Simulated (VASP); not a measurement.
HfB2:

```
CELL_PARAMETERS angstrom
3.14000 0.00000 0.00000
-1.57000 2.71932 0.00000
0.00000 0.00000 3.48000
ATOMIC_POSITIONS crystal
Hf 0.00000 0.00000 0.00000
B 0.66667 0.33333 0.50000
B 0.33333 0.66667 0.50000
```

Base run:

```yaml
Program: VASP 6.6.1
Functional: LDA
Potentials_or_basis: VASP PAW LDA potentials, release 64 (Hf_pv, B)
Cutoff: 520 eV
k_mesh: 10 × 10 × 8
Occupations: fermi-dirac, width 0.05 eV
Spin: no spin polarisation
Hubbard_terms: Hf d U = 6 eV
```

Its results: band gap on the k mesh none (metal or under the smearing width); pressure 7.9 GPa.

Task: After a change of settings the same cell gave: band gap on the k mesh none (metal or under the smearing width); pressure 14.2 GPa. Which change was it?
A. hubbard terms from Hf d U = 6 eV to none
B. hubbard terms from Hf d U = 6 eV to Hf d U = 8 eV
C. hubbard terms from Hf d U = 6 eV to Hf d U = 5 eV

Result: B.

Caveats: U without spin polarisation on a metal has little footing; the U is typed as a test and isn't derived for this compound.

Not every run made on this cell is shown here.
